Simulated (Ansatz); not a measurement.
W:

```
CELL_PARAMETERS angstrom
-1.58234 1.58234 1.58234
1.58234 -1.58234 1.58234
1.58234 1.58234 -1.58234
ATOMIC_POSITIONS crystal
W 0.00000 0.00000 0.00000
```

Base run:

| Quantity | Value |
| --- | --- |
| Program | Ansatz 0.2.0 |
| Functional | PBE |
| Potentials or basis | PseudoDojo stringent (PBE files) |
| Cutoff | 1007 eV |
| Density cutoff | 4027 eV |
| k mesh | 12 × 12 × 12 |
| Occupations | fermi-dirac, width 0.05 eV |
| Spin | no spin polarisation |

Its results: band gap on the k mesh none (metal or under the smearing width); pressure 6.0 GPa.

Task: The run is repeated on the same cell with these changes: potentials or basis from PseudoDojo stringent (PBE files) to JTH PAW; cutoff from 1007 eV to 1290 eV; density cutoff from 4027 eV to 5160 eV; occupations from fermi-dirac, width 0.05 eV to methfessel-paxton, width 0.025 eV. What comes out?

Result: Band gap on the k mesh none (metal or under the smearing width); pressure 6.6 GPa.

Not every run made on this cell is shown here.
